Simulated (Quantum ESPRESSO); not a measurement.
V:

```
V
1.0
     2.60429    0.00000    0.00000
    -1.30215    2.25538    0.00000
     0.00000    0.00000    4.72334
V
2
Direct
  0.33333 0.66667 0.25000
  0.66667 0.33333 0.75000
```

This isn't the form of V at room conditions, which is bcc.

- Program: Quantum ESPRESSO 7.5
- Task: phonons and electron-phonon coupling
- Functional: PBEsol
- Potentials or basis: GBRV 1.5 PBEsol
- Cutoff: 612 eV
- Density cutoff: 4898 eV
- k mesh: 8 × 8 × 4
- Occupations: methfessel-paxton, width 0.272 eV
- Spin: no spin polarisation
- Mixing beta: 0.5
- Most SCF iterations: 120
- SCF threshold: 4e-10 Ry
- q mesh: 4 × 4 × 2

The cell and the atoms were relaxed first, to 13.31 Å³/atom (a = 2.572 Å, b = 2.572 Å, c = 4.647 Å, α = 90.00°, β = 90.00°, γ = 120.00°), and the response was taken there.

```xyz
2
Lattice="2.5724 0.0000 0.0000 -1.2862 2.2277 0.0000 0.0000 0.0000 4.6470" Properties=species:S:1:pos:R:3 pbc="T T T"
V     0.0000    1.4852    1.1617
V     1.2862    0.7426    3.4852
```

Problem. Is this structure dynamically stable at this level, and how far does the spectrum reach?

Solution. No: the interpolated spectrum has imaginary modes, down to 144i cm⁻¹ near q = (0.18, 0.00, 0.00). The highest frequency is 338 cm⁻¹.

Phonon frequencies at the corners of the path (cm⁻¹, interpolated; i marks imaginary ones):
```
point              frequencies
    Γ      119i 119i 0 0 0 338
    M  25i 106 151 200 230 244
    K  116 116 188 201 201 211
    A  90i 90i 90i 90i 240 240
    L    75 75 153 153 257 257
    H    94 94 172 172 225 225
```

Phonon states per cell in windows of 25 cm⁻¹ (negative: imaginary):
| from (cm⁻¹) | total |
| --- | --- |
| -150 | 0.12 |
| -125 | 0.33 |
| -100 | 0.38 |
| -75 | 0.22 |
| -50 | 0.20 |
| -25 | 0.19 |
| 0 | 0.18 |
| 25 | 0.21 |
| 50 | 0.23 |
| 75 | 0.32 |
| 100 | 0.35 |
| 125 | 0.49 |
| 150 | 0.49 |
| 175 | 0.55 |
| 200 | 0.55 |
| 225 | 0.57 |
| 250 | 0.32 |
| 275 | 0.17 |
| 300 | 0.10 |
| 325 | 0.01 |

Caveat: the k mesh is coarse; the mesh is thin for the phonons of a metal; some modes are imaginary; the interpolated spectrum has imaginary branches, which spoil the λ, ω_log and α²F that the log prints; λ from interpolated matrix elements is rough: modes that symmetry makes equal can differ by tens of percent.
